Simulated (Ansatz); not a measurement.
Results of rVV10 (Ansatz, an electronic-structure program, plane waves, PAW) for rutile GeO2.

Settings: plane-wave cutoff 520 eV, 8×8×12 k mesh (along the axes of the cell as run), Fermi–Dirac smearing 0.01 eV, scalar-relativistic PAW data made under PBE.

Shape and atoms are relaxed at each volume.

Pressure at four volumes; x = ln(V/9.879 Å³). One pressure is withheld.

```csv
V (Å³/atom),x,P (GPa)
9.484,-0.0408,9.01
9.879,0.0000,0.01
10.076,0.0197,-3.62
10.274,0.0392,?
```

### Question
Pass a parabola P(x) through the three rows shown, estimate the bulk modulus and its pressure derivative near zero pressure, and predict the withheld pressure.

### Answer
Slopes between the rows: (0.01 − (9.01))/(0.0000 − (-0.0408)) = -220.59 and (-3.62 − (0.01))/(0.0197 − (0.0000)) = -184.26 GPa. Their difference over the span 0.0605 is c = 36.33/0.0605 = 600.5 GPa, so P(x) = 9.01 + (-220.59)(x − (-0.0408)) + 600.5 (x − (-0.0408))(x − (0.0000)). At the middle row B = −dP/dx = −[-220.59 + 600.5 × 0.0408] = 196.1 GPa, and B′ = dB/dP = 2c/B = 6.1. At x = 0.0392 the parabola gives -6.75 GPa; the run gives -6.72 GPa. The Birch–Murnaghan fit to the energies at all volumes has B0 = 194 GPa and B′ = 6.3.

Measured, for comparison: bulk modulus 251 GPa (room temperature, no zero-point or thermal correction, from measured elastic constants; as tabulated in Sevik and Bulutay (2007), arXiv:cond-mat/0610176). Computed (rounded) less measured: bulk modulus -23 %.

Note: the bulk modulus comes from volumes at which shape and atoms were relaxed.
